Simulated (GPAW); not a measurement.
# BaS (Fm-3m) in GPAW: notebook, part 2 of 2

GPAW 26.7.0. The steps go on from the part before.

### 3 Band structure, r2SCAN, spin-orbit coupling, no magnetisation

Input file run.py:

```python
import numpy as np
from ase.dft.bandgap import bandgap
from ase.io import read, write
from ase.units import GPa
from gpaw import GPAW, PW
from gpaw.spinorbit import soc_eigenstates

atoms = read('POSCAR')

calc = GPAW(mode=PW(600),
            xc='MGGA_X_R2SCAN+MGGA_C_R2SCAN',
            kpts={'size': (5, 5, 5), 'gamma': True},
            occupations={'name': 'fermi-dirac', 'width': 0.05},
            nbands=16,
            convergence={'density': 1e-05, 'energy': 1e-05},
            maxiter=150,
            txt='gpaw.txt')
atoms.calc = calc
energy = atoms.get_potential_energy()
forces = atoms.get_forces()
stress = atoms.get_stress()
calc.write('gs.gpw')
write('result.traj', atoms)
print(f'Energy: {energy:.6f} eV')
print('Forces (eV/A):')
print(forces.round(4))
print('Stress (GPa):', (stress / GPa).round(3))
print('Fermi level:', round(calc.get_fermi_level(), 4), 'eV')
print(f'Gap: {bandgap(calc)[0]:.4f} eV, direct: {bandgap(calc, direct=True)[0]:.4f} eV')

path = atoms.cell.bandpath('GXWKGLUWLK,UX', npoints=80, eps=1e-4)
bs_calc = calc.fixed_density(kpts=path, symmetry='off', nbands=29,
                             convergence={'bands': 'CBM+6.0', 'eigenstates': 1e-6}, txt='bands.txt')
bs = bs_calc.band_structure()
bs.write('bs.json')
print(f'Gap on the path: {bandgap(bs_calc)[0]:.4f} eV')

soc = soc_eigenstates(bs_calc, theta=90, phi=0, ignore_xc_potential=True)
np.savetxt('soc_bands.dat', soc.eigenvalues(), fmt='%.4f')
mesh = soc_eigenstates('gs.gpw', theta=90, phi=0, ignore_xc_potential=True)
np.savetxt('soc_mesh.dat', mesh.eigenvalues(), fmt='%.4f')
print('Fermi level with spin-orbit coupling:', round(mesh.fermi_level, 4), 'eV')
```

Input file POSCAR:

```
BaS
1.0
    0.0000000000      3.1937500000      3.1937500000
    3.1937500000      0.0000000000      3.1937500000
    3.1937500000      3.1937500000      0.0000000000
Ba S
1 1
Direct
    0.0000000000      0.0000000000      0.0000000000
    0.5000000000      0.5000000000      0.5000000000
```

Potentials or basis: GPAW PAW data sets (gpaw-data 1.2.1), pw.

On the command line:

```sh
> OMP_NUM_THREADS=1 python run.py
```

gpaw.txt:

```text
__  _  _
 | _ |_)|_||  |
 |__||  | ||/\| - 26.7.0

Input parameters:
  mode=PW(ecut=600.0),
  convergence={'density': 1e-05, 'energy': 1e-05},
  kpts=MonkhorstPack(size=(5, 5, 5), gamma=True),
  maxiter=150,
  nbands=16,
  occupations=Occupations(name='fermi-dirac', width=0.05),
  xc=XC(name='MGGA_X_R2SCAN+MGGA_C_R2SCAN')

Diagonalizing LCAO Hamiltonian
Converting LCAO to pw mode

                 S

       Ba

Atoms  # Å, Bohr magnetons
|   | symbol |        x |        y |        z |    initial magnetic moments |
|---|--------|----------|----------|----------|-----------------------------|
| 0 |     Ba | 0.000000 | 0.000000 | 0.000000 | ( 0.0000,  0.0000,  0.0000) |
| 1 |      S | 3.193750 | 3.193750 | 3.193750 | ( 0.0000,  0.0000,  0.0000) |

Unit cell  # Å
| periodic |        x |        y |        z |  lengths |    angles |
|----------|----------|----------|----------|----------|-----------|
|      yes | 0.000000 | 3.193750 | 3.193750 | 4.516645 | 60.000000 |
|      yes | 3.193750 | 0.000000 | 3.193750 | 4.516645 | 60.000000 |
|      yes | 3.193750 | 3.193750 | 0.000000 | 4.516645 | 60.000000 |

Number of symmetries: 48
Symmetry operations  # r_c * U_cc + t_c -> r_c
|    | kind |            matrix            |
|----|------|------------------------------|
|  0 |  σ   |  1, 0, 0,  1, 0,-1,  1,-1, 0 |
|  1 |  C2  |  1, 0, 0,  1,-1, 0,  1, 0,-1 |
|  2 |  E   |  1, 0, 0,  0, 1, 0,  0, 0, 1 |
|  3 |  σ   |  1, 0, 0,  0, 0, 1,  0, 1, 0 |
|  4 |  C4  |  1, 0,-1,  1, 0, 0,  1,-1, 0 |
|  5 |  S6  |  1, 0,-1,  1,-1, 0,  1, 0, 0 |
|  6 |  σ   |  1, 0,-1,  0, 1,-1,  0, 0,-1 |
|  7 |  C3  |  1, 0,-1,  0, 0,-1,  0, 1,-1 |
|  8 |  S6  |  1,-1, 0,  1, 0, 0,  1, 0,-1 |
|  9 |  C4  |  1,-1, 0,  1, 0,-1,  1, 0, 0 |
| 10 |  C3  |  1,-1, 0,  0,-1, 1,  0,-1, 0 |
| 11 |  σ   |  1,-1, 0,  0,-1, 0,  0,-1, 1 |
| 12 |  σ   |  0, 1, 0,  1, 0, 0,  0, 0, 1 |
| 13 |  C4  |  0, 1, 0,  0, 1,-1, -1, 1, 0 |
| 14 |  C3  |  0, 1, 0,  0, 0, 1,  1, 0, 0 |
| 15 |  S6  |  0, 1, 0, -1, 1, 0,  0, 1,-1 |
| 16 |  C2  |  0, 1,-1,  1, 0,-1,  0, 0,-1 |
| 17 |  σ   |  0, 1,-1,  0, 1, 0, -1, 1, 0 |
| 18 |  S4  |  0, 1,-1,  0, 0,-1,  1, 0,-1 |
| 19 |  C4  |  0, 1,-1, -1, 1, 0,  0, 1, 0 |
| 20 |  C3  |  0, 0, 1,  1, 0, 0,  0, 1, 0 |
| 21 |  σ   |  0, 0, 1,  0, 1, 0,  1, 0, 0 |
| 22 |  S6  |  0, 0, 1,  0,-1, 1, -1, 0, 1 |
| 23 |  C4  |  0, 0, 1, -1, 0, 1,  0,-1, 1 |
| 24 |  S4  |  0, 0,-1,  1, 0,-1,  0, 1,-1 |
| 25 |  C3  |  0, 0,-1,  0, 1,-1,  1, 0,-1 |
| 26 |  C2  |  0, 0,-1,  0,-1, 0, -1, 0, 0 |
| 27 |  S6  |  0, 0,-1, -1, 0, 0,  0,-1, 0 |
| 28 |  S4  |  0,-1, 1,  1,-1, 0,  0,-1, 0 |
| 29 |  C4  |  0,-1, 1,  0, 0, 1, -1, 0, 1 |
| 30 |  C2  |  0,-1, 1,  0,-1, 0,  1,-1, 0 |
| 31 |  σ   |  0,-1, 1, -1, 0, 1,  0, 0, 1 |
| 32 |  C3  |  0,-1, 0,  1,-1, 0,  0,-1, 1 |
| 33 |  S6  |  0,-1, 0,  0, 0,-1, -1, 0, 0 |
| 34 |  S4  |  0,-1, 0,  0,-1, 1,  1,-1, 0 |
| 35 |  C2  |  0,-1, 0, -1, 0, 0,  0, 0,-1 |
| 36 |  C2  | -1, 1, 0,  0, 1, 0,  0, 1,-1 |
| 37 |  S6  | -1, 1, 0,  0, 1,-1,  0, 1, 0 |
| 38 |  S4  | -1, 1, 0, -1, 0, 1, -1, 0, 0 |
| 39 |  C3  | -1, 1, 0, -1, 0, 0, -1, 0, 1 |
| 40 |  S6  | -1, 0, 1,  0, 0, 1,  0,-1, 1 |
| 41 |  C2  | -1, 0, 1,  0,-1, 1,  0, 0, 1 |
| 42 |  C3  | -1, 0, 1, -1, 1, 0, -1, 0, 0 |
| 43 |  S4  | -1, 0, 1, -1, 0, 0, -1, 1, 0 |
| 44 |  C2  | -1, 0, 0,  0, 0,-1,  0,-1, 0 |
| 45 |  i   | -1, 0, 0,  0,-1, 0,  0, 0,-1 |
| 46 |  σ   | -1, 0, 0, -1, 1, 0, -1, 0, 1 |
| 47 |  C2  | -1, 0, 0, -1, 0, 1, -1, 1, 0 |

BZ-sampling:
  Number of BZ points: 125
  Number of IBZ points: 10

  Monkhorst-Pack size: [5, 5, 5]
  Monkhorst-Pack shift: [0, 0, 0]

K-points  # in reciprocal-cell coordinates
|   |                                coordinates |     weight |
|---|--------------------------------------------|------------|
| 0 | (  0.00000000,   0.00000000,   0.00000000) | 0.00800000 |
| 1 | (  0.20000000,   0.20000000,   0.00000000) | 0.04800000 |
| 2 | (  0.20000000,   0.20000000,   0.20000000) | 0.06400000 |
| 3 | (  0.40000000,   0.20000000,  -0.20000000) | 0.19200000 |
| 4 | (  0.40000000,   0.20000000,   0.20000000) | 0.09600000 |
| 5 | (  0.40000000,   0.40000000,  -0.40000000) | 0.19200000 |
| 6 | (  0.40000000,   0.40000000,  -0.20000000) | 0.09600000 |
| 7 | (  0.40000000,   0.40000000,   0.00000000) | 0.04800000 |
| 8 | (  0.40000000,   0.40000000,   0.20000000) | 0.19200000 |
| 9 | (  0.40000000,   0.40000000,   0.40000000) | 0.06400000 |

Plane wave coefficients: 2190
Cutoff: 600.0 eV

Spin-components: 1 (collinear spins)
Bands:           16
Projectors:      11
Spin-degeneracy: 2
Datatype:        complex128

Parallelization:
  kpt:    1
  domain: 1
  band:   1

Density:
  Valence electrons: 16.0
  Components: 1
  Grid points: [27 27 27]
  Charge: 0.0  # |e|

Potential:
  Grid points: [27 27 27]

species:
  Ba:
    name:    Barium
    Z:       56.0
    valence: 10
    core:    46
    charge:  0.0  # [|e|]
    compensation charges:
      type: gauss
      rc: 0.37  # [Å]
      lmax: 2
    cutoffs:
      filter: 2.06  # [Å]
      core: 2.33  # [Å]
    projectors
    | kind |    occ | energy [eV] | rcut [Å] |
    |------|--------|-------------|----------|
    |   5s |  2.000 |     -33.644 |    1.164 |
    |   6s |  2.000 |      -3.229 |    1.164 |
    |   5p |  6.000 |     -18.744 |    1.164 |
    |    p |        |       0.000 |    1.164 |
    |    d |        |       0.000 |    1.164 |
    |    d |        |      27.211 |    1.164 |

    Using partial waves for Ba as LCAO basis

  S:
    name:    Sulfur
    Z:       16.0
    valence: 6
    core:    10
    charge:  0.0  # [|e|]
    compensation charges:
      type: gauss
      rc: 0.24  # [Å]
      lmax: 2
    cutoffs:
      filter: 1.77  # [Å]
      core: 1.66  # [Å]
    projectors
    | kind |    occ | energy [eV] | rcut [Å] |
    |------|--------|-------------|----------|
    |   3s |  2.000 |     -17.254 |    0.974 |
    |   3p |  4.000 |      -7.008 |    0.979 |
    |    s |        |       9.957 |    0.974 |
    |    p |        |      20.203 |    0.979 |
    |    d |        |       0.000 |    0.900 |

    Using partial waves for S as LCAO basis

Reference energy: -232135.462409  # eV

eigensolver:
  PPCG
  Converge bands: occupied
  niter=2

density mixing:
  MSR1-Mixer
  Pratt-step length: 0.05
  Maximum mixing coefficient: 0.75
  Old densities: 10
  SVD Regularization: 0.005
  Good broyden scale: 1.0
  Trust region scale: 1.0
  Backstep threshold: 4.0
  History deletion threshold: 6.0
  Fourier metric: weight=20.0, sigma=0.015

occupation numbers:
  Fermi-Dirac:
    width: 0.0500  # eV

poisson solver:
  ecut: 4800.0  # eV

xc functional:
  name: MGGA_X_R2SCAN+MGGA_C_R2SCAN with 2 nearest neighbor stencil

convergence criteria:
- Maximum integral of absolute [dens]ity change: 1e-05 electrons / valence electron
- Maximum [total energy] change in last 3 cyles: 1e-05 eV / valence electron
- Maximum integral of absolute [eigenst]ate change: 4e-08 eV^2 / valence electron
maximum number of iterations: 150

SCF iterations
|iter     | |      energy | eigst |  dens |
|---------|-|-------------|-------|-------|
|iter:   1| |  -34.988658 | -0.18 |       |
|iter:   2| |  -30.132809 | -1.77 | -1.03 |
|iter:   3| |-3146.623143 | +1.91 | -1.04 |
|iter:   4| |  -28.272628 | +1.36 | +0.64 |
|iter:   5| |  -29.912084 | +0.28 | -0.64 |
|iter:   6| |  -29.793698 | -1.57 | -1.58 |
|iter:   7| |  -29.784477 | -3.17 | -1.82 |
|iter:   8| |  -29.782430 | -3.84 | -2.38 |
|iter:   9| |  -29.782390 | -5.38 | -2.70 |
|iter:  10| |  -29.782354c| -5.78 | -3.14 |
|iter:  11| |  -29.782356c| -7.04 | -3.97 |
|iter:  12| |  -29.782356c| -7.57c| -4.27 |
|iter:  13| |  -29.782356c| -8.01c| -4.76 |
|iter:  14| |  -29.782356c| -8.88c| -5.62c|

Converged in 14 steps
Energy contributions relative to reference atoms: (reference = -232135.462409)

Energy contributions:
  Kinetic:          -4.151178
  Coulomb:           5.769708
  Zero:             -0.672983
  External:          0.000000
  Xc:              -30.727904
  Entropy:          -0.000000
  Spinorbit:         0.000000
  ----------------------------
  Free energy:     -29.782356
  Extrapolated:    -29.782356

dipole moment: (-38.535325, -38.535325, -38.535325)  # |e|*Ang

Fermi level: 6.118
Eigenvalues  # (at kpt = [0.000, 0.000, 0.000])
| band index |      eig [eV] | occ [0-2] |
|------------|---------------|-----------|
|          0 |       -22.116 |     2.000 |
|          1 |        -6.809 |     2.000 |
|          2 |        -6.809 |     2.000 |
|          3 |        -6.809 |     2.000 |
|          4 |        -6.153 |     2.000 |
|          5 |         4.625 |     2.000 |
[... 8 lines left out ...]
|         14 |        13.722 |     0.000 |
|         15 |        19.991 |     0.000 |

Gap: 2.603 eV
Transition (v -> c):
  (s=0, k=0, n=7, [0.00, 0.00, 0.00]) -> (s=0, k=7, n=8, [0.40, 0.40, 0.00])
Direct/indirect transitions are different
Direct gap: 2.748 eV
Transition at: (s=0, k=7, n=7, [0.40, 0.40, 0.00])

Forces  # eV/Ang
|        x |       y |        z |
|----------|---------|----------|
| -0.00000 | 0.00000 | -0.00000 |  # Ba   0
|  0.00000 | 0.00000 | -0.00000 |  # S    1

Stress tensor  # eV/Ang^3
|         x |         y |         z |
|-----------|-----------|-----------|
| -0.007583 |  0.000000 |  0.000000 |
|  0.000000 | -0.007583 |  0.000000 |
|  0.000000 |  0.000000 | -0.007583 |

# Writing to gs.gpw (mode='')
```

It took 3.5 min on 1 thread of Arm Neoverse V1, shared host; peak memory 0.45 GiB.

Results:

```
Free energy             : -29.7824 eV
Pressure                : 1.2 GPa
Band gap on the k mesh  : 2.55 eV, indirect (least direct gap 2.66 eV)
Band gap along the path : 2.43 eV, indirect (least direct gap 2.52 eV)
```

Levels at the corners of the path, in eV from the valence-band top:
```tsv
point	band 13	band 14	band 15	band 16	band 17	band 18	band 19	band 20
Γ	0.00	0.00	0.00	0.00	4.20	4.20	4.25	4.25
X	-0.23	-0.23	-0.09	-0.09	2.43	2.43	6.47	6.47
W	-0.59	-0.59	-0.44	-0.44	4.65	4.65	4.68	4.68
K	-0.64	-0.64	-0.54	-0.54	3.64	3.64	6.40	6.40
Γ	0.00	0.00	0.00	0.00	4.20	4.20	4.25	4.25
L	-1.13	-1.13	-1.10	-1.10	6.00	6.00	6.07	6.08
U	-0.64	-0.64	-0.54	-0.54	3.64	3.64	6.40	6.40
W	-0.59	-0.59	-0.44	-0.44	4.65	4.65	4.68	4.68
L	-1.13	-1.13	-1.10	-1.10	6.00	6.00	6.07	6.08
K	-0.64	-0.64	-0.54	-0.54	3.64	3.64	6.40	6.40
U	-0.64	-0.64	-0.54	-0.54	3.64	3.64	6.40	6.40
X	-0.23	-0.23	-0.09	-0.09	2.43	2.43	6.47	6.47
```

Caveat: spin-orbit coupling was added after a scalar SCF, so levels and gaps hold it while energy, forces, pressure and moments don't; this program's spin-orbit splittings come out too wide for heavy elements; the PAW data sets were made with another functional, which shifts forces and pressure a little; the mesh misses the band edges, which the band path finds closer together.

### 4 Comparison with measurements

Step 2. A measured gap of BaS is 3.806 eV (indirect; 2 K; a printed reference work, monograph, original work of 1988); the calculated 2.48 eV misses it by -1.32 eV. Spin-orbit coupling on Ba is left out. The value is that of r2SCAN, without temperature or zero-point motion.

Step 3. Against the measured gap of BaS, 3.806 eV (indirect; 2 K; a printed reference work, monograph, original work of 1988), the calculated 2.43 eV is off by -1.37 eV. The value is that of r2SCAN, without temperature or zero-point motion.
